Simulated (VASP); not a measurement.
# CdSe (F-43m) in VASP: notebook

The runs below take CdSe through single point, with PBEsol.

All numbers are computed with VASP 6.6.1; they aren't measurements. Logs are shortened: lines on timing, memory, paths and dates and some standing lists are left out, and cuts for length are marked.

## 1. The structure

The structure is cubic, space group F-43m (No. 216). The conventional cell has a = 6.079 Å, b = 6.079 Å, c = 6.079 Å, α = 90.00°, β = 90.00°, γ = 90.00°. Cd (site symmetry -43m) is surrounded by 4 Se at 2.63 Å. Se (site symmetry -43m) has 4 Cd at 2.63 Å as nearest neighbours.

Measurements of this composition are mostly on another form, of space group No. 186.

## 2. Single point, PBEsol

Input file INCAR:

```
PREC = Accurate
ENCUT = 520
EDIFF = 1E-6
ISMEAR = 0
SIGMA = 0.05
LREAL = False
LASPH = True
NELM = 100
ALGO = Normal
ISIF = 2
LWAVE = False
LCHARG = False
GGA = PS
NBANDS = 16
```

Input file KPOINTS:

```
Automatic mesh
0
Gamma
  6 6 6
```

Input file POSCAR:

```
CdSe
1.0
    0.0000000000      3.0393778372      3.0393778372
    3.0393778372      0.0000000000      3.0393778372
    3.0393778372      3.0393778372      0.0000000000
Cd Se
1 1
Direct
    0.0000000000      0.0000000000      0.0000000000
    0.2500000000      0.2500000000      0.2500000000
```

Potentials or basis: VASP PAW PBE potentials, release 64 (Cd, Se).

On the command line:

```
$ cat potpaw_PBE.64/Cd/POTCAR potpaw_PBE.64/Se/POTCAR > POTCAR
$ mpirun -np 1 vasp_std > vasp.out
```

OUTCAR:

```text
PREC = Accurate
   ENCUT = 520
   EDIFF = 1E-6
   ISMEAR = 0
   LREAL = False
   LASPH = True
   NELM = 100
   ISIF = 2
   GGA = PS

 ion  position               nearest neighbor table
   1  0.000  0.000  0.000-   2 2.63   2 2.63   2 2.63   2 2.63
   2  0.250  0.250  0.250-   1 2.63   1 2.63   1 2.63   1 2.63

  LATTYP: Found a face centered cubic cell.
 ALAT       =     6.0787556744

  Lattice vectors:

 A1 = (   0.0000000000,   3.0393778372,   3.0393778372)
 A2 = (   3.0393778372,   0.0000000000,   3.0393778372)
 A3 = (   3.0393778372,   3.0393778372,   0.0000000000)

Analysis of symmetry for initial positions (statically):
=====================================================================
 Subroutine PRICEL returns:
 Original cell was already a primitive cell.

 Routine SETGRP: Setting up the symmetry group for a
 face centered cubic supercell.

 Subroutine GETGRP returns: Found 24 space group operations
 (whereof 24 operations were pure point group operations)
 out of a pool of 48 trial point group operations.

The static configuration has the point symmetry T_d .

Analysis of symmetry for dynamics (positions and initial velocities):
=====================================================================
 Subroutine PRICEL returns:
 Original cell was already a primitive cell.

 Routine SETGRP: Setting up the symmetry group for a
 face centered cubic supercell.

 Subroutine GETGRP returns: Found 24 space group operations
 (whereof 24 operations were pure point group operations)
 out of a pool of 48 trial point group operations.

The dynamic configuration has the point symmetry T_d .

 Subroutine INISYM returns: Found 24 space group operations
 (whereof 24 operations are pure point group operations),
 and found     1 'primitive' translations

----------------------------------------------------------------------------------------

                                     Primitive cell

  volume of cell :      56.1544

  direct lattice vectors                    reciprocal lattice vectors
     0.000000000  3.039377837  3.039377837    -0.164507352  0.164507352  0.164507352
     3.039377837  0.000000000  3.039377837     0.164507352 -0.164507352  0.164507352
     3.039377837  3.039377837  0.000000000     0.164507352  0.164507352 -0.164507352

  length of vectors
     4.298329359  4.298329359  4.298329359     0.284935092  0.284935092  0.284935092

  position of ions in fractional coordinates (direct lattice)
     0.000000000  0.000000000  0.000000000
     0.250000000  0.250000000  0.250000000

  ion indices of the primitive-cell ions
   primitive index   ion index
                 1           1
                 2           2

----------------------------------------------------------------------------------------

 KPOINTS: Automatic mesh

Automatic generation of k-mesh.
 Grid dimensions read from file:
 generate k-points for:    6    6    6

 Generating k-lattice:

  Cartesian coordinates                     Fractional coordinates (reciprocal lattice)
    -0.027417892  0.027417892  0.027417892     0.166666667  0.000000000  0.000000000
     0.027417892 -0.027417892  0.027417892     0.000000000  0.166666667  0.000000000
     0.027417892  0.027417892 -0.027417892     0.000000000  0.000000000  0.166666667

  Length of vectors
     0.047489182  0.047489182  0.047489182

  Shift w.r.t. Gamma in fractional coordinates (k-lattice)
     0.000000000  0.000000000  0.000000000

 Subroutine IBZKPT returns following result:
 ===========================================

 Found     16 irreducible k-points:

 Following reciprocal coordinates:
            Coordinates               Weight
  0.000000  0.000000  0.000000      1.000000
  0.166667  0.000000  0.000000      8.000000
  0.333333  0.000000  0.000000      8.000000
  0.500000  0.000000  0.000000      4.000000
  0.166667  0.166667  0.000000      6.000000
  0.333333  0.166667  0.000000     24.000000
[... 8 lines left out ...]
 -0.333333  0.333333  0.166667     24.000000
 -0.333333  0.500000  0.166667     12.000000
   k-points           NKPTS =     16   k-points in BZ     NKDIM =     16   number of bands    NBANDS=     16
   number of dos      NEDOS =    301   number of ions     NIONS =      2
   total plane-waves  NPLWV =  32768
   dimension x,y,z NGX =    32 NGY =   32 NGZ =   32
   dimension x,y,z NGXF=    64 NGYF=   64 NGZF=   64
   ions per type =               1   1
   NGX,Y,Z   is equivalent  to a cutoff of  12.38, 12.38, 12.38 a.u.
   NGXF,Y,Z  is equivalent  to a cutoff of  24.75, 24.75, 24.75 a.u.
 SYSTEM =  unknown system
   PREC   = accura    normal or accurate (medium, high low for compatibility)
   ISTART =      0    job   : 0-new  1-cont  2-samecut
   ICHARG =      2    charge: 1-file 2-atom 10-const
   ISPIN  =      1    spin polarized calculation?
   LNONCOLLINEAR =      F non collinear calculations
   LSORBIT =      F    spin-orbit coupling
   LASPH  =      T    aspherical Exc in radial PAW
   ENCUT  =  520.0 eV  38.22 Ry    6.18 a.u.   7.99  7.99  7.99*2*pi/ulx,y,z
   NELM   =    100;   NELMIN=  2; NELMDL= -5     # of ELM steps
   EDIFF  = 0.1E-05   stopping-criterion for ELM
   LREAL  =      F    real-space projection
   EDIFFG = 0.1E-04   stopping-criterion for IOM
   NSW    =      0    number of steps for IOM
   IBRION =     -1    ionic relax: 0-MD 1-quasi-New 2-CG
   NFREE  =      0    steps in history (QN), initial steepest desc. (CG)
   ISIF   =      2    stress and relaxation
   ISYM   =      2    0-nonsym 1-usesym 2-fastsym
   POTIM  = 0.5000    time-step for ionic-motion
   TEBEG  =    0.0;   TEEND  =   0.0 temperature during run
   PSTRESS=    0.0 pullay stress
   NELECT =      18.0000    total number of electrons
   NUPDOWN=      -1.0000    fix difference up-down
   EMIN   =  10.00;   EMAX   =-10.00  energy-range for DOS
   EFERMI =   0.00;   METHOD = LEGACY
   ISMEAR =     0;   SIGMA  =   0.05  broadening in eV -4-tet -1-fermi 0-gaus
   EFERMI_NEDOS =   21; number of points for ismear=-14 and -15
   IALGO  =     38    algorithm
   IMIX   =      4    mixing-type and parameters
     AMIX     =   0.40;   BMIX     =  1.00
     AMIX_MAG =   1.60;   BMIX_MAG =  1.00
  volume/ion in A,a.u.               =      28.08       189.47
  Fermi-wavevector in a.u.,A,eV,Ry     =   1.120395  2.117239 17.079174  1.255284
  Thomas-Fermi vector in A             =   2.257041
   LORBIT       =      0    0 simple, 1 ext, 2 COOP (PROOUT), +10 PAW based schemes
   GGA     = PS    functional components
   LHFCALC =     F    Hartree Fock is set to
   AEXX    =    0.0000 exact exchange contribution
   IVDW    =     0    specifies the selected vdW correction
   LEPSILON=     F    determine dielectric tensor
   LRPA    =     F    only Hartree local field effects (RPA)
 non-spin polarized calculation
 Gauss-broadening in eV      SIGMA  =   0.05
  energy-cutoff  :      520.00
  volume of cell :       56.15
 maximum number of plane-waves:      1527
   NGX = 15   NGY = 15   NGZ = 15

 number of electron      18.0000001 magnetization

 Free energy of the ion-electron system (eV)
  ---------------------------------------------------
  ext. energy  EPLUGINS =         0.00000000
  ---------------------------------------------------
  free energy    TOTEN  =        -6.17225294 eV

  energy without entropy =       -6.17225294  energy(sigma->0) =       -6.17225294

 E-fermi :   1.0493     XC(G=0):  -9.1060

 val. band max:        0.8301857534   @ k =   0.0000   0.0000   0.0000
 cond. band min:       1.3141676329   @ k =   0.0000   0.0000   0.0000
 fundamental gap:      0.4839818795
 Fermi energy:         1.0493191627

 k-point     1 :       0.0000    0.0000    0.0000
  band No.  band energies     occupation
      1     -11.8035      2.00000
      2      -7.0927      2.00000
      3      -7.0927      2.00000
      4      -7.0927      2.00000
      5      -6.7097      2.00000
      6      -6.7097      2.00000
[... 8 lines left out ...]
     15      11.8972      0.00000
     16      11.8972      0.00000

 k-point     2 :       0.1667    0.0000    0.0000
  band No.  band energies     occupation
      1     -11.7095      2.00000
      2      -7.0633      2.00000
      3      -7.0633      2.00000
      4      -7.0060      2.00000
      5      -6.7107      2.00000
      6      -6.7107      2.00000
[... 8 lines left out ...]
     15      10.8806      0.00000
     16      11.1825      0.00000

 k-point     3 :       0.3333    0.0000    0.0000
  band No.  band energies     occupation
      1     -11.5181      2.00000
      2      -7.0144      2.00000
      3      -7.0144      2.00000
      4      -6.7031      2.00000
      5      -6.6998      2.00000
      6      -6.6998      2.00000
[... 8 lines left out ...]
     15      11.3161      0.00000
     16      11.3161      0.00000

 k-point     4 :       0.5000    0.0000    0.0000
  band No.  band energies     occupation
      1     -11.4213      2.00000
      2      -6.9969      2.00000
      3      -6.9969      2.00000
      4      -6.6858      2.00000
      5      -6.6858      2.00000
      6      -6.4150      2.00000
[... 8 lines left out ...]
     15      12.9129      0.00000
     16      12.9129      0.00000

 k-point     5 :       0.1667    0.1667    0.0000
  band No.  band energies     occupation
      1     -11.6784      2.00000
      2      -7.0331      2.00000
      3      -7.0331      2.00000
      4      -7.0196      2.00000
      5      -6.7276      2.00000
      6      -6.6947      2.00000
[... 8 lines left out ...]
     15      12.1337      0.00000
     16      12.4049      0.00000

 k-point     6 :       0.3333    0.1667    0.0000
  band No.  band energies     occupation
      1     -11.5201      2.00000
      2      -6.9993      2.00000
      3      -6.9757      2.00000
      4      -6.8332      2.00000
      5      -6.6878      2.00000
      6      -6.6817      2.00000
[... 8 lines left out ...]
     15      12.2812      0.00000
     16      12.5143      0.00000

 k-point     7 :       0.5000    0.1667    0.0000
  band No.  band energies     occupation
      1     -11.3924      2.00000
      2      -6.9779      2.00000
      3      -6.9528      2.00000
      4      -6.7339      2.00000
      5      -6.6812      2.00000
      6      -6.3984      2.00000
[... 8 lines left out ...]
     15      12.5571      0.00000
     16      13.0242      0.00000

 k-point     8 :      -0.3333    0.1667    0.0000
  band No.  band energies     occupation
      1     -11.4241      2.00000
      2      -6.9785      2.00000
      3      -6.9737      2.00000
      4      -6.7133      2.00000
      5      -6.7104      2.00000
      6      -6.4873      2.00000
[... 8 lines left out ...]
     15      11.7298      0.00000
     16      12.8588      0.00000

 k-point     9 :      -0.1667    0.1667    0.0000
  band No.  band energies     occupation
      1     -11.5831      2.00000
      2      -7.0289      2.00000
      3      -7.0094      2.00000
      4      -6.8663      2.00000
      5      -6.7247      2.00000
      6      -6.6845      2.00000
[... 8 lines left out ...]
     15      11.3804      0.00000
     16      12.7097      0.00000

 k-point    10 :       0.3333    0.3333    0.0000
  band No.  band energies     occupation
      1     -11.4264      2.00000
      2      -6.9002      2.00000
      3      -6.9002      2.00000
      4      -6.8927      2.00000
      5      -6.6647      2.00000
      6      -6.6135      2.00000
[... 8 lines left out ...]
     15      12.7562      0.00000
     16      14.8552      0.00000

 k-point    11 :       0.5000    0.3333    0.0000
  band No.  band energies     occupation
      1     -11.3323      2.00000
      2      -6.9203      2.00000
      3      -6.8655      2.00000
      4      -6.8145      2.00000
      5      -6.6649      2.00000
      6      -6.3677      2.00000
[... 8 lines left out ...]
     15      13.3190      0.00000
     16      13.9724      0.00000

 k-point    12 :      -0.3333    0.3333    0.0000
  band No.  band energies     occupation
      1     -11.3321      2.00000
      2      -6.9456      2.00000
      3      -6.8973      2.00000
      4      -6.7497      2.00000
      5      -6.6959      2.00000
      6      -6.2789      2.00000
[... 8 lines left out ...]
     15      11.5682      0.00000
     16      14.8241      0.00000

 k-point    13 :       0.5000    0.5000    0.0000
  band No.  band energies     occupation
      1     -11.3010      2.00000
      2      -6.9021      2.00000
      3      -6.8255      2.00000
      4      -6.8255      2.00000
      5      -6.6496      2.00000
      6      -6.3518      2.00000
[... 8 lines left out ...]
     15      13.2144      0.00000
     16      14.1478      0.00000

 k-point    14 :       0.5000    0.3333    0.1667
  band No.  band energies     occupation
      1     -11.3944      2.00000
      2      -6.9439      2.00000
      3      -6.9361      2.00000
      4      -6.7816      2.00000
      5      -6.6830      2.00000
      6      -6.4743      2.00000
[... 8 lines left out ...]
     15      12.8848      0.00000
     16      13.8899      0.00000

 k-point    15 :      -0.3333    0.3333    0.1667
  band No.  band energies     occupation
      1     -11.3321      2.00000
      2      -6.9376      2.00000
      3      -6.9086      2.00000
      4      -6.7431      2.00000
      5      -6.6990      2.00000
      6      -6.2778      2.00000
[... 8 lines left out ...]
     15      12.6281      0.00000
     16      13.8133      0.00000

 k-point    16 :      -0.3333    0.5000    0.1667
  band No.  band energies     occupation
      1     -11.3017      2.00000
      2      -6.9044      2.00000
      3      -6.8810      2.00000
      4      -6.7754      2.00000
      5      -6.6818      2.00000
      6      -6.2517      2.00000
[... 8 lines left out ...]
     15      13.5587      0.00000
     16      13.7524      0.00000

------------------------ aborting loop because EDIFF is reached ----------------------------------------

  FORCE on cell =-STRESS in cart. coord.  units (eV):
  Direction    XX          YY          ZZ          XY          YZ          ZX
  --------------------------------------------------------------------------------------
  -------------------------------------------------------------------------------------
  Total        0.1503945      0.1503945      0.1503945     -0.0000000      0.0000000     -0.0000000
  in kB        4.2910003      4.2910003      4.2910003     -0.0000000      0.0000000     -0.0000000
  external PRESSURE =       4.2910003 kB  Pullay stress =       0.0000000 kB

 VOLUME and BASIS-vectors are now :
 -----------------------------------------------------------------------------
  energy-cutoff  :      520.00
  volume of cell :       56.15
      direct lattice vectors                 reciprocal lattice vectors
     0.000000000  3.039377837  3.039377837    -0.164507352  0.164507352  0.164507352
     3.039377837  0.000000000  3.039377837     0.164507352 -0.164507352  0.164507352
     3.039377837  3.039377837  0.000000000     0.164507352  0.164507352 -0.164507352

 POSITION                                       TOTAL-FORCE (eV/Angst)
 -----------------------------------------------------------------------------------
      0.00000      0.00000      0.00000        -0.000000      0.000000      0.000000
      1.51969      1.51969      1.51969         0.000000     -0.000000     -0.000000
 -----------------------------------------------------------------------------------
    total drift:                               -0.000000     -0.000000     -0.000000

  FREE ENERGIE OF THE ION-ELECTRON SYSTEM (eV)
  ---------------------------------------------------
  free  energy   TOTEN  =        -6.1722529357 eV

  energy  without entropy=       -6.1722529357  energy(sigma->0) =       -6.17225294
```

Run time: 8 s. Hardware: 1 thread of AMD EPYC 9R45 (Zen 5), shared host; peak memory 0.15 GiB.

Results:

```yaml
Free_energy: -6.1723 eV
Pressure: 0.4 GPa
Band_gap_on_the_k_mesh: 0.48 eV, direct
```

Caveat: the PAW data sets were made with another functional, which shifts forces and pressure a little. As with any semilocal functional, this PBEsol gap is likely too small.

## 3. Single point, PBEsol

This run uses another cell than the first one, of 28.41 Å³/atom, 1.012 times its volume.

Input file INCAR:

```
PREC = Accurate ; ENCUT = 520
EDIFF = 1E-6 ; ISMEAR = 0
SIGMA = 0.02 ; LREAL = F
LASPH = T ; NELM = 60
ALGO = Normal ; ISIF = 2
LWAVE = F ; LCHARG = F
GGA = PS ; NBANDS = 16
```

Input file KPOINTS:

```
regular mesh
0
Gamma
  10 10 10
```

Input file POSCAR:

```
CdSe
1.0
    0.0000000000      3.0515000000      3.0515000000
    3.0515000000      0.0000000000      3.0515000000
    3.0515000000      3.0515000000      0.0000000000
Cd Se
1 1
Direct
    0.0000000000      0.0000000000      0.0000000000
    0.2500000000      0.2500000000      0.2500000000
```

Potentials or basis: VASP PAW PBE potentials, release 64 (Cd, Se).

On the command line:

```
$ cat potpaw_PBE.64/Cd/POTCAR potpaw_PBE.64/Se/POTCAR > POTCAR
$ mpirun -np 1 vasp_std > vasp.out
```

It took 19 s on 1 thread of AMD EPYC 9R45 (Zen 5), shared host; peak memory 0.17 GiB.

It converged, with:

```
Free energy            : -6.1780 eV
Pressure               : -0.2 GPa
Band gap on the k mesh : 0.46 eV, direct
```

Levels at points of the mesh, in eV from the valence-band top:
```
           k point  band 7  band 8  band 9  band 10  band 11  band 12
(0.00, 0.00, 0.00)    0.00    0.00    0.00     0.46     5.86     5.86
(0.50, 0.00, 0.00)   -4.39   -0.74   -0.74     2.28     6.36     6.36
(0.50, 0.50, 0.00)   -4.08   -1.84   -1.84     3.02     3.66     8.93
```

Caveat: the PAW data sets were made with another functional, which shifts forces and pressure a little.
